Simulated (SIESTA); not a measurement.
## BaS in SIESTA: the effect of functional

The system is BaS.

```
Ba S
1.0
     0.00000    3.19375    3.19375
     3.19375    0.00000    3.19375
     3.19375    3.19375    0.00000
Ba S
1 1
Cartesian
  0.0000 0.0000 0.0000
  3.1938 3.1938 3.1938
```

Alike in all runs:

- Program: SIESTA 5.4.2
- Task: band structure
- Basis: DZP (energy shift 0.003 Ry; two zetas on semicore shells; d shell added on Ba)
- Grid cutoff: 500 Ry
- Energy shift: 0.003 Ry
- k mesh: 7 × 7 × 7
- Occupations: fermi-dirac, width 0.05 eV
- Spin: no spin polarisation

```tsv
functional	potentials or basis	gap on the mesh (eV)	pressure (GPa)
AM05	PseudoDojo 0.4 standard (PBEsol files)	2.13	0.6
BLYP	PseudoDojo 0.4 standard (PBE files)	?	?
vdW-DF-cx	PseudoDojo 0.4 standard (PBE files)	2.10	0.3
```

Question: What does the run with functional BLYP give?

Answer: gap on the mesh 2.21 eV; pressure 4.3 GPa.

Caveats: this set's barium file shifts pressures by up to 1 GPa against other sets; the potentials were made for another functional, which shifts forces and pressure; spin-orbit coupling is left out, which moves the levels of the heavy elements; the basis of atomic orbitals isn't converged, which shifts pressures, moduli and gaps.

A k mesh can miss the band edges.
